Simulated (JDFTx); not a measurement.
# HfO2 under changes of volume

One of the cells (11.152 Å³/atom); the others are scaled copies at fixed shape and fractional positions:

```xyz
3
Lattice="0.0000 2.5575 2.5575 2.5575 0.0000 2.5575 2.5575 2.5575 0.0000" Properties=species:S:1:pos:R:3 pbc="T T T"
Hf    0.0000    0.0000    0.0000
O     3.8363    3.8363    3.8363
O     1.2788    1.2788    1.2788
```

Measurements of this composition are mostly on another form, of space group No. 14.

| Item | Value |
| --- | --- |
| Program | JDFTx 1.7.0 (patched build) |
| Functional | PBEsol |
| Potentials or basis | PseudoDojo-SR-PBEsol-0.4.1-standard with smoothed tails |
| Cutoff | 1143 eV |
| Density cutoff | 9143 eV |
| k mesh | 9 × 9 × 9 |
| Occupations | fermi-dirac, width 0.05 eV |
| Spin | no spin polarisation |

```tsv
volume (Å³/atom)	energy over the lowest point (meV/atom)	pressure (GPa)	gap on the mesh (eV)
10.483	0.00	1.9	3.92
10.706	1.30	-3.7	3.86
10.929	9.93	-8.7	3.81
11.152	25.12	-13.1	3.75
11.375	46.18	-17.1	3.70
11.598	72.48	-20.7	3.64
11.821	?	?	?
```

**Question.** What does the run at 11.821 Å³/atom give?

**Answer.** Energy over the lowest point 103.48 meV/atom; pressure -23.9 GPa; gap on the mesh 3.59 eV.

Worked out: A Birch-Murnaghan fit of order 3 (a polynomial in V^(-2/3)) to the other rows has its minimum at 10.56 Å³/atom with B0 = V·E''(V) = 269 GPa and B' = 4.3. It gives 103.48 meV/atom at 11.821 Å³/atom, against the run's 103.48, and -dE/dV = -23.8 GPa, against -23.9. A straight line through the other rows of the gap, of slope -2.74 eV per unit of ln V, extrapolates to 3.59 eV, against the run's 3.59.

Energies are extrapolated to zero smearing.

Caveats: spin-orbit coupling is left out, which moves the levels of the heavy elements; an odd mesh through Γ misses points on the zone boundary, where band edges often lie.
